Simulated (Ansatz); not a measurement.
ZrS₂ (CdI2 type), relaxed with r2SCAN+rVV10: 7 runs in the PAW code Ansatz, each a construction of maximally localised Wannier functions. It is trigonal, P-3m1 (No. 164); conventional cell a = 3.674 Å, c = 5.857 Å, 22.83 Å³ an atom. Zr is surrounded by 6 S at 2.57 Å; S is surrounded by 3 Zr at 2.57 Å. The values are computed, spin-unpolarised, and not measurements.

```yaml
crystal:
  lattice:
    - [3.67440, 0.00000, 0.00000]
    - [-1.83720, 3.18212, 0.00000]
    - [0.00000, 0.00000, 5.85686]
  atoms:
    - { symbol: Zr, position: [0.00000, 0.00000, 0.00000] }
    - { symbol: S, position: [0.33333, 0.66667, 0.24623] }
    - { symbol: S, position: [0.66667, 0.33333, 0.75377] }
```

Windows count from the top of the filled bands; a dash means that no such window was set (without an outer window there is no disentanglement).

| functional | SCF mesh | trial orbitals | functions | mesh | window (eV) | frozen (eV) | Ω total (Å²) | Ω invariant (Å²) | largest spread (Å²) | least projectability | interpolation miss of the model's filled bands (eV, to the nearest computed level) |
| --- | --- | --- | --- | --- | --- | --- | --- | --- | --- | --- | --- |
| PBE | 6×6×4 | S s, S p | 8 | 6×6×4 | – | – | 14.21 | 12.07 | 1.80 | 0.73 | 0.048 |
| PBE | 6×6×4 | S s, S p | 8 | 6×6×2 | – | – | 13.77 | 11.63 | 1.74 | 0.73 | 0.115 |
| PBE | 6×6×4 | S s, S p | 8 | 12×12×4 | – | – | 14.98 | 12.87 | 1.90 | 0.73 | 0.011 |
| PBE | 6×6×4 | S p | 6 | 6×6×4 | – | – | 14.31 | 13.77 | 2.40 | 0.70 | 0.056 |
| r2SCAN | 6×6×4 | S s, S p | 8 | 6×6×4 | – | – | 13.73 | 11.66 | 1.73 | 0.73 | 0.042 |
| r2SCAN | 6×6×4 | S p | 6 | 6×6×4 | – | – | 13.87 | 13.38 | 2.32 | 0.71 | 0.050 |
| HSE06 | 6×6×4 | S s, S p | 8 | 6×6×4 | – | – | 13.42 | 11.40 | 1.70 | 0.74 | – |

A dash in the last column means that the miss wasn't evaluated.

For S s, S p with PBE the spread goes 13.77 Å² (6×6×2), 14.21 Å² (6×6×4), 14.98 Å² (12×12×4): finite differences on a coarse mesh understate it.

Spin-orbit coupling is left out.
